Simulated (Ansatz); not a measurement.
# RbCl: a single-point run

Wanted: a converged single-point run for RbCl, and a check of what comes out. The structure is shown as the input types it.

Method: density functional or hybrid calculation with the settings of its input, plane waves (as first typed), in Ansatz 0.2.0.

7 further runs of the same task are left out: 4 for a known fault of the program, 2 that didn't finish, 1 set aside as unsound or not needed.

**1. The structure to begin with**

The structure is cubic, space group Fm-3m (No. 225). Conventional cell: a = 6.611 Å, b = 6.611 Å, c = 6.611 Å, α = 90.00°, β = 90.00°, γ = 90.00°. Rb (site symmetry m-3m) is surrounded by 6 Cl at 3.31 Å. Around Cl (site symmetry m-3m) lie 6 Rb at 3.31 Å.

Coordinates:

```cif
data_structure
_symmetry_space_group_name_H-M 'Fm-3m'
_symmetry_Int_Tables_number 225
_cell_length_a 6.6115
_cell_length_b 6.6115
_cell_length_c 6.6115
_cell_angle_alpha 90.000
_cell_angle_beta 90.000
_cell_angle_gamma 90.000
_cell_volume 289.00
loop_
_atom_site_label
_atom_site_type_symbol
_atom_site_symmetry_multiplicity
_atom_site_Wyckoff_symbol
_atom_site_fract_x
_atom_site_fract_y
_atom_site_fract_z
_atom_site_occupancy
Rb1 Rb 4 a 0.00000 0.00000 0.00000 1
Cl1 Cl 4 b 0.50000 0.00000 0.00000 1
```

**2. The run**

Input file input.yaml:

```yaml
crystal:
  lattice:
    - [0.0, 3.3057264435, 3.3057264435]
    - [3.3057264435, 0.0, 3.3057264435]
    - [3.3057264435, 3.3057264435, 0.0]
  atoms:
    - { symbol: Rb, position: [0.0, 0.0, 0.0] }
    - { symbol: Cl, position: [0.5, 0.5, 0.5] }
kpoints:
  mp_grid: { grid: [4, 4, 4] }
hamiltonian:
  xc: r2scan
scf:
  occupations: { method: fixed }
  n_extra_bands: 4
  convergence: { dr2_threshold: 1.0e-20 }
  max_iter: 52
output:
  forces: true
  stress: true
  eigenvalues: true
```

Started as:

```sh
$ ansatz run input.yaml --threads 4 --pin off --max-ram 3686MiB --backend cpu --events-out ev --progress --plain --runs-dir out
```

**Question.** How will this run end, and is anything wrong with its input?

The program finished normally. Convergence says nothing about whether the input makes sense.

Look at the input: scf.convergence.dr2_threshold is 1.0e-20. The risk: threshold needlessly tight. Once met, so tight a threshold does no harm; it costs cycles.

To check: delete scf.convergence.dr2_threshold (the default then holds).
